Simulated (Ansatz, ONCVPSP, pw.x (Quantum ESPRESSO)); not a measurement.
What a changed setting does to a pw.x run (bcc Tc)

Potential: optimised norm-conserving Vanderbilt (ONCV), ONCVPSP 4.0.1, PBE; core [Ar] 3d10, reference 4s2 4p6 4d5 5s2; waves: 4s+5s: rc 1.80 bohr, ncon 4, nbas 9, qcut 6.5 1/bohr, 2 projectors; 4p: rc 1.95 bohr, ncon 4, nbas 7, qcut 6.5 1/bohr, 1 projector; 4d: rc 1.65 bohr, ncon 4, nbas 7, qcut 6.4 1/bohr, 2 projectors, debl 1 Ha; f scattering state at 0.05 Ha: rc 2.00 bohr, ncon 3, nbas 6, qcut 6 1/bohr, 2 projectors, debl 2.5 Ha; local part: polynomial inside 1.15 bohr (lpopt 5, dvloc0 4 Ha); core correction: none.

The reference run (k-mesh 15³, cutoffs 120/480 Ry, Fermi–Dirac 0.01 Ry, mixing_beta 0.4, conv_thr 1e-9, no spin) gives -3.41 GPa at 14.631 Å³/atom, where all-electron LAPW gives 0.42 GPa. This run, with its own iteration cap, changes smearing to gauss.

```
&control
  calculation='scf', prefix='x', pseudo_dir='./', outdir='./tmp', tstress=.true., disk_io='none'
/
&system
  ibrav=0, nat=1, ntyp=1, ecutwfc=120, ecutrho=480, nbnd=15,
  occupations='smearing', smearing='gauss', degauss=0.01
/
&electrons
  conv_thr=1e-09, mixing_beta=0.4, electron_maxstep=60
/
ATOMIC_SPECIES
Tc 1.0 Tc.UPF
CELL_PARAMETERS angstrom
  -1.54077068 1.54077068 1.54077068
  1.54077068 -1.54077068 1.54077068
  1.54077068 1.54077068 -1.54077068
ATOMIC_POSITIONS crystal
Tc 0.0000 0.0000 0.0000
K_POINTS automatic
15 15 15 0 0 0
```

```bash
pw.x < Tc.scf.in > Tc.scf.out
```

Task: How does the run end?

Result: It converges in 9 iterations; the free energy moves by +39.1 meV/atom and the pressure by -0.54 GPa. Gaussian smearing of the same width is narrower in effect than Fermi–Dirac, so its quadratic term in F is smaller.

```
Message from routine setup:
     using ibrav=0 with symmetry is DISCOURAGED, use correct ibrav instead
     lattice parameter (alat)  =       5.0431  a.u.
     unit-cell volume          =      98.7349 (a.u.)^3
     number of electrons       =        15.00
     number of Kohn-Sham states=           15
     kinetic-energy cutoff     =     120.0000  Ry
     charge density cutoff     =     480.0000  Ry
     scf convergence threshold =      1.0E-09
     Exchange-correlation= PBE
     number of k points=   120  Gaussian smearing, width (Ry)=  0.0100
     iteration #  1     ecut=   120.00 Ry     beta= 0.40
     total energy              =    -162.90493443 Ry
     estimated scf accuracy    <       0.03751452 Ry
     iteration #  2     ecut=   120.00 Ry     beta= 0.40
     total energy              =    -162.90891549 Ry
     estimated scf accuracy    <       0.00271206 Ry
     iteration #  3     ecut=   120.00 Ry     beta= 0.40
     total energy              =    -162.90914133 Ry
     estimated scf accuracy    <       0.00046267 Ry
     iteration #  4     ecut=   120.00 Ry     beta= 0.40
     total energy              =    -162.90915593 Ry
     estimated scf accuracy    <       0.00000630 Ry
     iteration #  5     ecut=   120.00 Ry     beta= 0.40
     total energy              =    -162.90915755 Ry
     estimated scf accuracy    <       0.00000037 Ry
     iteration #  6     ecut=   120.00 Ry     beta= 0.40
     total energy              =    -162.90915762 Ry
     estimated scf accuracy    <       0.00000007 Ry
     iteration #  7     ecut=   120.00 Ry     beta= 0.40
     total energy              =    -162.90915762 Ry
     estimated scf accuracy    <          6.2E-09 Ry
     iteration #  8     ecut=   120.00 Ry     beta= 0.40
     total energy              =    -162.90915762 Ry
     estimated scf accuracy    <          1.1E-09 Ry
     iteration #  9     ecut=   120.00 Ry     beta= 0.40
     the Fermi energy is    22.4091 ev
!    total energy              =    -162.90915762 Ry
     estimated scf accuracy    <          1.2E-12 Ry
     smearing contrib. (-TS)   =      -0.00114323 Ry
     The total energy is F=E-TS. E is the sum of the following terms:
     one-electron contribution =     -27.97825185 Ry
     hartree contribution      =      23.54914415 Ry
     xc contribution           =     -17.86587708 Ry
     ewald contribution        =    -140.61302961 Ry
     convergence has been achieved in   9 iterations
          total   stress  (Ry/bohr**3)                   (kbar)     P=      -39.49
     Message from routine punch:
     Nothing written, as per user request (disk_io='none')
```

The run took about 25 s on one core of a shared host (AMD EPYC 9R45 96-Core Processor, 96 threads, 376 GiB, load 48).
